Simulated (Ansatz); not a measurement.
Tunnelling through a barrier is set by its complex band structure: the current falls as exp(−2κd) with the smallest κ.

Input:

```yaml
crystal:
  lattice:
    - [4.18825, 0.00000, 0.00000]
    - [0.00000, 5.92308, 0.00000]
    - [2.09413, 2.96154, 2.09413]
  atoms:
    - { symbol: Na, position: [0.00000, 0.00000, 0.00000] }
    - { symbol: Br, position: [0.00000, 0.50000, 0.00000] }
```

The cell is taken as given.

Transport runs along the normal of the first two printed cell vectors, the (110) plane of the conventional cell.

The gap is the functional's own, uncorrected, and κ follows it; spin-orbit coupling is left out. Mid-gap means the computed energy nearest the middle.

Problem. Give the band gap and the smallest decay constant κ at mid-gap that r2SCAN run with Ansatz (an electronic-structure program) yields.

Solution. Gap 5.03 eV on a 14×14×14 mesh; κ = 0.332 1/Å, at the zone centre.
